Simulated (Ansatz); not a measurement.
A relaxation computed with Ansatz, from input to last step.

```yaml
crystal:
  lattice:
    - [-1.9587804189, 1.9587804189, 4.8785908527]
    - [1.9587804189, -1.9587804189, 4.8785908527]
    - [1.9587804189, 1.9587804189, -4.8785908527]
  atoms:
    - { symbol: Sn, position: [0.75, 0.25, 0.5] }
    - { symbol: Sn, position: [0.0, 0.0, 0.0] }
    - { symbol: O, position: [0.791439063, 0.791439063, 0.0] }
    - { symbol: O, position: [0.958560937, 0.458560937, 0.5] }
    - { symbol: O, position: [0.208560937, 0.208560937, 0.0] }
    - { symbol: O, position: [0.541439063, 0.041439063, 0.5] }
basis:
  ecutwfc: 420
kpoints:
  mp_grid: { grid: [10, 10, 10] }
hamiltonian:
  xc: pbe
scf:
  occupations: { method: gaussian, width: 0.02 }
output:
  forces: true
  stress: true
  eigenvalues: true
  write_density: true
  write_potential: true
  elf: true
  volumetric_format: npy
relax:
  adjacent_minimum: "off"
  f_tol: 0.01
  max_steps: 30
  cell: { stress_tol: 0.1, fix: [volume] }
```

```bash
ansatz run input.yaml --threads 1 --pin off --max-ram 2560MiB --backend cpu --events-out ev --progress --plain --runs-dir out
```

Method: Ansatz 0.2.0, DFT PBE, scalar-relativistic, plane waves, PAW.

The volume is held at 0.88 times that of the relaxed cell.

Of 7 frames 6 are shown, positions in Å and forces in eV/Å; the SCF threshold varies from step to step. Steps run on the plane waves of an earlier cell, with a Pulay correction in the pressure. The basis is chosen afresh for the last frame, the zero of the energies, and at times for earlier ones too; energy and pressure step there, also at an unchanged geometry.

```xyz
6
Lattice="-1.9588 1.9588 4.8786 1.9588 -1.9588 4.8786 1.9588 1.9588 -4.8786" Properties=species:S:1:pos:R:3:forces:R:3 pbc="T T T" step=1 free_energy_over_end_meV_per_atom=2.16 pressure_GPa=24.14
Sn    0.0000    1.9588    2.4393    0.0000    0.0000    0.0000
Sn    0.0000    0.0000    0.0000    0.0000    0.0000    0.0000
O     0.0000    0.0000    7.7222    0.0000    0.0000   -0.2452
O     0.0000    1.9588    4.4743    0.0000    0.0000    0.2452
O     0.0000    0.0000    2.0350    0.0000    0.0000    0.2452
O     0.0000    1.9588    0.4043    0.0000    0.0000   -0.2452
6
Lattice="-1.9640 1.9640 4.8525 1.9640 -1.9640 4.8525 1.9640 1.9640 -4.8525" Properties=species:S:1:pos:R:3:forces:R:3 pbc="T T T" step=2 free_energy_over_end_meV_per_atom=0.43 pressure_GPa=23.14
Sn    0.0000    1.9640    2.4263    0.0000    0.0000    0.0000
Sn    0.0000    0.0000    0.0000    0.0000    0.0000    0.0000
O     0.0000    0.0000    7.6631    0.0000    0.0000   -0.0780
O     0.0000    1.9640    4.4682    0.0000    0.0000    0.0780
O     0.0000    0.0000    2.0419    0.0000    0.0000    0.0780
O     0.0000    1.9640    0.3844    0.0000    0.0000   -0.0780
6
Lattice="-1.9689 1.9689 4.8287 1.9689 -1.9689 4.8287 1.9689 1.9689 -4.8287" Properties=species:S:1:pos:R:3:forces:R:3 pbc="T T T" step=3 free_energy_over_end_meV_per_atom=0.06 pressure_GPa=22.47
Sn    0.0000    1.9689    2.4143    0.0000    0.0000    0.0000
Sn    0.0000    0.0000    0.0000    0.0000    0.0000    0.0000
O     0.0000    0.0000    7.6131    0.0000    0.0000    0.0032
O     0.0000    1.9689    4.4586    0.0000    0.0000   -0.0032
O     0.0000    0.0000    2.0443    0.0000    0.0000   -0.0032
O     0.0000    1.9689    0.3701    0.0000    0.0000    0.0032
6
Lattice="-1.9697 1.9697 4.8247 1.9697 -1.9697 4.8247 1.9697 1.9697 -4.8247" Properties=species:S:1:pos:R:3:forces:R:3 pbc="T T T" step=4 free_energy_over_end_meV_per_atom=0.05 pressure_GPa=22.41
Sn    0.0000    1.9697    2.4124    0.0000    0.0000    0.0000
Sn    0.0000    0.0000    0.0000    0.0000    0.0000    0.0000
O     0.0000    0.0000    7.6056    0.0000    0.0000    0.0037
O     0.0000    1.9697    4.4562    0.0000    0.0000   -0.0037
O     0.0000    0.0000    2.0439    0.0000    0.0000   -0.0037
O     0.0000    1.9697    0.3685    0.0000    0.0000    0.0037
6
Lattice="-1.9697 1.9697 4.8247 1.9697 -1.9697 4.8247 1.9697 1.9697 -4.8247" Properties=species:S:1:pos:R:3:forces:R:3 pbc="T T T" step=5 free_energy_over_end_meV_per_atom=-0.02 pressure_GPa=22.41
Sn    0.0000    1.9697    2.4124    0.0000    0.0000    0.0000
Sn    0.0000    0.0000    0.0000    0.0000    0.0000    0.0000
O     0.0000    0.0000    7.6056    0.0000    0.0000    0.0048
O     0.0000    1.9697    4.4562    0.0000    0.0000   -0.0048
O     0.0000    0.0000    2.0439    0.0000    0.0000   -0.0048
O     0.0000    1.9697    0.3685    0.0000    0.0000    0.0048
6
Lattice="-1.9706 1.9706 4.8203 1.9706 -1.9706 4.8203 1.9706 1.9706 -4.8203" Properties=species:S:1:pos:R:3:forces:R:3 pbc="T T T" step=7 free_energy_over_end_meV_per_atom=0.00 pressure_GPa=22.37
Sn    0.0000    1.9706    2.4101    0.0000    0.0000    0.0000
Sn    0.0000    0.0000    0.0000    0.0000    0.0000    0.0000
O     0.0000    0.0000    7.5975    0.0000    0.0000    0.0000
O     0.0000    1.9706    4.4532    0.0000    0.0000    0.0000
O     0.0000    0.0000    2.0431    0.0000    0.0000    0.0000
O     0.0000    1.9706    0.3671    0.0000    0.0000    0.0000
```

It took 2.4 min on 1 thread of Arm Neoverse V1, with other jobs on the host, peak memory 0.5 GiB.